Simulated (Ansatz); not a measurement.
The system is SnO2.

```
Sn O
1.0
     1.61709    0.93363    4.80059
    -1.61709    0.93363    4.80059
     0.00000   -1.86726    4.80059
Sn O
1 2
Direct
  0.50000 0.50000 0.50000
  0.76283 0.76283 0.76283
  0.23717 0.23717 0.23717
```

Measurements of this composition are mostly on another form, of space group No. 136.

Base run:

```yaml
Program: Ansatz 0.2.0
Functional: LDA
Potentials_or_basis: Ansatz PAW
Cutoff: "420 eV (not typed: the program's choice for these potentials)"
k_mesh: 10 × 10 × 10
Occupations: fermi-dirac, width 0.05 eV
Spin: no spin polarisation
```

Its results: band gap on the k mesh 1.77 eV, indirect (least direct gap 1.89 eV); pressure -9.1 GPa; largest force 0.676 eV/Å.

Question: The run is repeated on the same cell with these changes: functional from LDA to PBEsol. What comes out?

Answer: Band gap on the k mesh 1.87 eV, indirect (least direct gap 1.98 eV); pressure -5.1 GPa; largest force 0.394 eV/Å.

PBEsol binds less tightly than LDA, so the same cell stands under more pressure.

Caveats: spin-orbit coupling is left out, which moves the levels of the heavy elements; the PAW data sets come from PBE, with cores solved anew for the run's functional, which leaves a small shift of forces and pressure.
